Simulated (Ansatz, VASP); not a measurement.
## HfSiO4 (Hafnon): VASP beside Ansatz

One calculation is typed for both programs; each brings its own data sets. How far apart do they land? The structure shown comes from an earlier Ansatz run, which isn't shown and may have moved the atoms alone.

Main program and level: Ansatz 0.2.0; plane waves, with VASP 6.6.1 beside it; elastic constants at LDA.

## Step 1: Set-up

It takes space group I4_1/amd (No. 141, tetragonal). Conventional cell: a = 6.537 Å, b = 6.537 Å, c = 5.933 Å, α = 90.00°, β = 90.00°, γ = 90.00°. Nearest to Hf lie 8 O at 2.10 to 2.24 Å. Si has 4 O at 1.62 Å nearest. Nearest to O lie 1 Si at 1.62 Å and 2 Hf at 2.10 to 2.24 Å. Farther neighbours and most contacts between anions are not listed.

## Step 2: Ansatz: elastic constants, LDA

Ansatz runs on its default PAW (the set named soft_2) files.

Elastic constants are differences of stresses under small strains, so they test the stress and the mesh.

The input, input.yaml:

```yaml
crystal:
  lattice:
    - [-3.2683284685, 3.2683284685, 2.9663098331]
    - [3.2683284685, -3.2683284685, 2.9663098331]
    - [3.2683284685, 3.2683284685, -2.9663098331]
  atoms:
    - { symbol: Hf, position: [0.75, 0.25, 0.5] }
    - { symbol: Hf, position: [0.0, 0.0, 0.0] }
    - { symbol: Si, position: [0.25, 0.75, 0.5] }
    - { symbol: Si, position: [0.5, 0.5, 0.0] }
    - { symbol: O, position: [0.1335403605, 0.3184887267, 0.8150516338] }
    - { symbol: O, position: [0.0684887267, 0.7534370929, 0.6849483662] }
    - { symbol: O, position: [0.5034370929, 0.3184887267, 0.1849483662] }
    - { symbol: O, position: [0.0684887267, 0.3835403605, 0.3150516338] }
    - { symbol: O, position: [0.6164596395, 0.9315112733, 0.6849483662] }
    - { symbol: O, position: [0.6815112733, 0.8664596395, 0.1849483662] }
    - { symbol: O, position: [0.2465629071, 0.9315112733, 0.3150516338] }
    - { symbol: O, position: [0.6815112733, 0.4965629071, 0.8150516338] }
kpoints:
  mp_grid: { grid: [4, 4, 4] }
hamiltonian:
  xc: lda
scf:
  occupations: { method: fermi_dirac, width: 0.8 }
output:
  forces: true
  stress: true
  eigenvalues: true
elastic:
  mode: relaxed_ion
  stencil: two_point
```

Started as:

```
$ ansatz run input.yaml --threads 8 --pin off --max-ram 16384MiB --backend cpu --events-out ev --progress --plain --runs-dir out
```

Numbers of over 12 decimals in the logs are rounded to 6 here.

Output:

```text
band count auto-derived: 97 (N_el = 108.0; filled up to band 54; 66 by the electrons, moments and atoms)
Engine: ansatz 0.2.0, x86_64-unknown-linux-gnu
Pseudopotentials: kind: paw
Pseudopotential: Hf, paw, valence charge 26, recommended cutoff 420 eV (normal), Hf.paw.azcp
Pseudopotential: Si, paw, valence charge 4, recommended cutoff 420 eV (normal), Si.paw.azcp
Pseudopotential: O, paw, valence charge 6, recommended cutoff 420 eV (normal), O.paw.azcp
Functional definition: SPW92
  exchange = slater_x
  correlation = pw_c
Crystal: 12 atoms, lattice volume = 126.744 Å³
Basis set: ecut = 420 eV, 2441 PW (Γ)
Bands: 97, of which v1, the nominal top of the filled ones, is band 54 counted from 1 (53 counted from 0)
Symmetry: 16 space group operations
Space group: I41/amd (ITA 141), of the structure as read, at distance tolerance 5.0e-5 Å
k-points: 13 of 64
Non-local potential: Hf, projectors of the file, l = 0: 3, l = 1: 2, l = 2: 2, l = 3: 3
Non-local potential: Si, projectors of the file, l = 0: 2, l = 1: 2, l = 2: 2
Non-local potential: O, projectors of the file, l = 0: 2, l = 1: 2, l = 2: 1
PAW form: soft (Blöchl's): semilocal exchange-correlation on the pseudo side does not see the compensation charge
PAW frozen core: Hf, regenerated for the run's functional, and the local potential with it (the file was generated under x = pbe(κ = 0.804, μ = 0.219515), c = pbe(β = 0.066725))
PAW frozen core: Si, regenerated for the run's functional, and the local potential with it (the file was generated under x = pbe(κ = 0.804, μ = 0.219515), c = pbe(β = 0.066725))
PAW frozen core: O, regenerated for the run's functional, and the local potential with it (the file was generated under x = pbe(κ = 0.804, μ = 0.219515), c = pbe(β = 0.066725))
PAW one-centre angular grid: Hf, 590 points (default); XC on 64 Gauss nodes
PAW one-centre angular grid: Si, 110 points (default); XC on 64 Gauss nodes
PAW one-centre angular grid: O, 110 points (default); XC on 64 Gauss nodes
Initial density: superposition of atomic densities (neutral atoms: chi_scale 0, normalization atom), corrected by the library's trained network
Initial wavefunctions: pseudopotential atomic-orbital guess
Functional: x = slater, c = lda
SCF iter   1: F=—  HF=-36632.871036 eV  |F-HF|=—  |Δ(HF+E_count)|=         —  Δρ=2.24e-2  dr2=6.60e-1  ethr=1.77e-3  ⟨swp⟩=8.1  Hψ=6044  notcnv=0
preconditioner: auto → Resta (q_TF=auto, 2.656 Å⁻¹)  ε∞=2.9  [insulator: Δε(μ)=5.078 eV  Ē_g=24.267 eV  σ=0.800 eV  W_gap=0.92  n_scr=42 (ndim 8)  ℏωp=33.6 eV  f_vac=0.041  D(μ)=0.51/eV (n_scr^D=0)  ε∞_Penn≈2.9]
SCF iter   2: F=—  HF=-36632.710748 eV  |F-HF|=—  |Δ(HF+E_count)|=   1.60e-1  Δρ=6.66e-3  dr2=1.95e-2  ethr=6.11e-4  ⟨swp⟩=2.5  Hψ=1774  notcnv=0
SCF iter   3: F=—  HF=-36632.702977 eV  |F-HF|=—  |Δ(HF+E_count)|=   7.77e-3  Δρ=2.64e-3  dr2=4.15e-3  ethr=1.81e-5  ⟨swp⟩=2.0  Hψ=1755  notcnv=0
SCF iter   4: F=—  HF=-36632.701944 eV  |F-HF|=—  |Δ(HF+E_count)|=   1.03e-3  Δρ=9.87e-4  dr2=6.46e-4  ethr=3.84e-6  ⟨swp⟩=2.0  Hψ=1443  notcnv=0
SCF iter   5: F=—  HF=-36632.701592 eV  |F-HF|=—  |Δ(HF+E_count)|=   3.52e-4  Δρ=1.68e-4  dr2=2.34e-5  ethr=5.98e-7  ⟨swp⟩=2.6  Hψ=1892  notcnv=0
SCF iter   6: F=—  HF=-36632.701589 eV  |F-HF|=—  |Δ(HF+E_count)|=   2.84e-6  Δρ=4.93e-5  dr2=1.92e-6  ethr=2.16e-8  ⟨swp⟩=1.3  Hψ=1272  notcnv=0
SCF iter   7: F=—  HF=-36632.701588 eV  |F-HF|=—  |Δ(HF+E_count)|=   9.90e-7  Δρ=9.50e-6  dr2=7.56e-8  ethr=1.78e-9  ⟨swp⟩=2.2  Hψ=2053  notcnv=0
SCF iter   8: F=—  HF=-36632.701588 eV  |F-HF|=—  |Δ(HF+E_count)|=   2.90e-8  Δρ=1.86e-6  dr2=6.64e-9  ethr=7.00e-11  ⟨swp⟩=2.1  Hψ=2025  notcnv=0
SCF iter   9: F=—  HF=-36632.701588 eV  |F-HF|=—  |Δ(HF+E_count)|=   1.07e-9  Δρ=3.45e-7  dr2=1.60e-10  ethr=6.14e-12  ⟨swp⟩=2.5  Hψ=1771  notcnv=0
SCF iter  10: F=—  HF=-36632.701588 eV  |F-HF|=—  |Δ(HF+E_count)|=  1.46e-11  Δρ=5.80e-8  dr2=4.90e-12  ethr=1.49e-13 (applied; sched 1.00e-12)  ⟨swp⟩=2.3  Hψ=2043  notcnv=0
SCF iter  11: F=—  HF=-36632.701588 eV  |F-HF|=—  |Δ(HF+E_count)|=    0.00e0  Δρ=1.26e-8  dr2=1.61e-13  ethr=4.54e-15 (applied; sched 1.00e-12)  ⟨swp⟩=3.0  Hψ=2253  notcnv=0
SCF iter  12: F=—  HF=-36632.701588 eV  |F-HF|=—  |Δ(HF+E_count)|=    0.00e0  Δρ=1.07e-8  dr2=1.06e-13  ethr=1.00e-12  ⟨swp⟩=6.7  Hψ=4062  notcnv=0
SCF iter  13: F=-36632.701588 eV  HF=-36632.701588 eV  |F-HF|=7.28e-12  |Δ(HF+E_count)|=    0.00e0  Δρ=1.25e-9  dr2=1.46e-15  ethr=1.00e-12  ⟨swp⟩=4.0  Hψ=2870  notcnv=0
SCF 1 converged in 13 iterations: F = -36632.701588 eV  dr2 = 1.46e-15
  greatest PAW one-centre occupation: 0.999 electrons in one spin orbital (limit 2), on the Hf atom at site 1 (counted from 0), in its partial waves of l = 3
Crystal: 12 atoms, lattice volume = 126.491 Å³
Symmetry: 8 space group operations
k-points: 18 of 64
Initial density: handed on by an earlier stage of this run
[...]
iter 1 solved again at ethr=1.00e-12 eV; its pass at ethr=3.10e-3 eV (dr2=1.68e-13 eV) is discarded
SCF iter   1: F=—  HF=-36632.701723 eV  |F-HF|=—  |Δ(HF+E_count)|=         —  Δρ=9.38e-9  dr2=7.42e-14  ethr=1.00e-12  ⟨swp⟩=2.1  Hψ=6752  notcnv=0
SCF iter   2: F=-36632.701723 eV  HF=-36632.701723 eV  |F-HF|=0.00e0  |Δ(HF+E_count)|=  7.28e-12  Δρ=2.58e-9  dr2=5.09e-15  ethr=1.00e-12  ⟨swp⟩=4.1  Hψ=4779  notcnv=0
SCF 48 converged in 2 iterations: F = -36632.701723 eV  dr2 = 5.09e-15
SCF converged after 13 iterations
Free energy (F): -36632.701588 eV
Harris-Foulkes:  -36632.701588 eV  (|F-HF|=7.28e-12)
Internal energy: -36631.225131 eV  (E = F + TS)
E sigma→0 (E₀):  -36631.963360 eV
Entropy (-TS):   -1.476457 eV (-123.038 meV/atom)
Fermi energy:    12.790378 eV
--- Per-component energies (eV) ---
  E_band       = -203.933230
  E_kinetic    = 2345.795192
  E_local      = -15918.034255  (includes V_loc(G=0)·N_el)
  E_nonlocal   = -2010.654550
  E_hartree    = 7114.583271
  E_xc         = -1288.861579
  E_vxc        = -1378.944894  (∫ρ·V_xc dr)
  E_paw        = -15524.810790  (= ΣΔE_a)
  E_vpaw       = 2528.718311  (= ΣTr[D̂ρ^β])
  E_aug_tail   = 0.020427  (compensation charges beyond the density's cutoff)
  E_ewald      = -11355.121365
  E_core_change = 5.858519  (= ΣΔE_core)
  E_smearing   = -1.476457  (= −TS)
  E_closure    = 0.000000  (closes the sum)
  Σ components = -36632.701588   (vs F -36632.701588, Δ=0.00e0)
--- Forces (eV/Å), atoms counted from 1 ---
  atom   1  Hf     0.00000000    -0.00000000     0.00000000
  atom   2  Hf     0.00000000    -0.00000000     0.00000000
  atom   3  Si    -0.00000000     0.00000000     0.00000000
  atom   4  Si     0.00000000     0.00000000     0.00000000
  atom   5  O      0.00000000     0.00000346    -0.00004106
  atom   6  O     -0.00000346     0.00000000    -0.00004106
  atom   7  O     -0.00000000    -0.00000346    -0.00004106
  atom   8  O      0.00000346    -0.00000000    -0.00004106
  atom   9  O      0.00000000    -0.00000346     0.00004106
  atom  10  O     -0.00000346     0.00000000     0.00004106
  atom  11  O     -0.00000000     0.00000346     0.00004106
  atom  12  O      0.00000346    -0.00000000     0.00004106
  max |Σ_I F_I| component: 3.47e-18 eV/Å
--- Stress (GPa, compression-positive) ---
       -0.000598       0.000000       0.000000
        0.000000      -0.000598      -0.000000
        0.000000       0.000000      -0.006421
  P = ⅓ Tr σ = -0.0025 GPa (-0.025 kbar)
--- Band table (eV; the first three rows and the last of 13) ---
  k-point 0: bands = [... 50 lower, 9.3544, 9.3727, 9.3727, 9.9112, 15.8373, 16.0921, 16.1286, 16.3163, ... 39 higher]
  k-point 1: bands = [... 50 lower, 9.0598, 9.2137, 9.3390, 9.6579, 15.6165, 15.6541, 16.1997, 16.2881, ... 39 higher]
  k-point 2: bands = [... 50 lower, 8.9811, 8.9811, 9.3043, 9.3043, 15.3961, 15.3961, 16.5811, 16.5811, ... 39 higher]
  k-point 12: bands = [... 50 lower, 8.8133, 8.8133, 9.0676, 9.0676, 16.3327, 16.3327, 16.6888, 16.6888, ... 39 higher]
--- Elastic constants: 4 strain directions × 2 members + reference (group order 16) ---
  dense FFT box of the reference and of every strained cell: 40×40×40
  strains applied: 11, 33, 23, 12; error gains: componentwise 1.00 (the most a stress slope's error grows in a printed constant), spectral 1.41 (1 for all six strains in a standard setting)
  C = ∂σ_k/∂η_j (tension-positive GPa; Voigt order 11 22 33 23 13 12):
       443.477     72.124    150.737      0.000      0.000      0.000
        72.124    443.477    150.737      0.000      0.000      0.000
       150.778    150.778    489.155      0.000      0.000      0.000
         0.000      0.000      0.000    107.831      0.000      0.000
         0.000      0.000     -0.000      0.000    107.831      0.000
         0.000      0.000     -0.000      0.000      0.000     45.691
  reference stress σ⁰ (GPa):      0.001      0.001      0.006     -0.000     -0.000     -0.000
  C* (energy form; C + prestress term) asymmetry max|C*_kj − C*_jk| = 4.615e-2 GPa — a small one proves nothing (zero by symmetry where the batch's group is 432, −43m or m−3m); a large one is finite-difference/SCF noise where every solve meets its electron count
  moduli (Voigt/Reuss/Hill, GPa): K = 235.93/232.08/234.00   G = 119.10/94.94/107.02   E = 278.59   ν = 0.302
  mechanically stable: yes (min eigenvalue of sym C = 45.69 GPa)
  strain η (Voigt 11):  stress-route row diagonal C_11 = 443.48 GPa, energy-path curvature d²(F+E_count+ΔE)/dδ²/Ω₀ = 446.73 GPa
         δ    σ_11 (GPa)             F (eV)   n_scf  n_hpsi   n_pw
    -2.000e-3      -0.8948      -36632.7014234       2   12132   2502   relax 7 steps, max|allowed force component| 4.09e-6 eV/Å
     2.000e-3       0.8792      -36632.7008318       2   12140   2502   relax 5 steps, max|allowed force component| 1.72e-5 eV/Å
  strain η (Voigt 33):  stress-route row diagonal C_33 = 489.16 GPa, energy-path curvature d²(F+E_count+ΔE)/dδ²/Ω₀ = 493.16 GPa
         δ    σ_33 (GPa)             F (eV)   n_scf  n_hpsi   n_pw
    -2.000e-3      -0.9786      -36632.7012285       2    8751   2502   relax 4 steps, max|allowed force component| 4.59e-5 eV/Å
     2.000e-3       0.9780      -36632.7012454       2    8751   2502   relax 3 steps, max|allowed force component| 6.95e-7 eV/Å
  strain η (Voigt 23):  stress-route row diagonal C_44 = 107.83 GPa, energy-path curvature d²(F+E_count+ΔE)/dδ²/Ω₀ = 110.16 GPa
         δ    σ_23 (GPa)             F (eV)   n_scf  n_hpsi   n_pw
    -2.000e-3      -0.2157      -36632.7016781       2   16197   2502   relax 8 steps, max|allowed force component| 3.17e-6 eV/Å
     2.000e-3       0.2157      -36632.7016781       2   16198   2502   relax 7 steps, max|allowed force component| 1.39e-5 eV/Å
  strain η (Voigt 12):  stress-route row diagonal C_66 = 45.69 GPa, energy-path curvature d²(F+E_count+ΔE)/dδ²/Ω₀ = 47.66 GPa
         δ    σ_12 (GPa)             F (eV)   n_scf  n_hpsi   n_pw
    -2.000e-3      -0.0914      -36632.7017229       2   12104   2502   relax 3 steps, max|allowed force component| 3.04e-5 eV/Å
     2.000e-3       0.0914      -36632.7017229       2   12107   2502   relax 2 steps, max|allowed force component| 2.81e-5 eV/Å
```

Reading the cycles: dr2 is the Hartree energy of the density residual (eV), the measure of convergence; HF is the Harris–Foulkes estimate of the energy, which meets the free energy F at convergence.

[end of part 1 of 3]

[Lines on the potential files, build, host, timing and source positions are cut from VASP's logs without a mark.]

[Logs are printed without paths, hosts, clocks, repeated set-up lines and the standing remarks that a program may print on its own settings, such as how far it seeks lower states.]

[Hosts, paths, dates, database ids (printed as entryN), source tags and the programs' standing remarks are cut or masked in the printed files.]
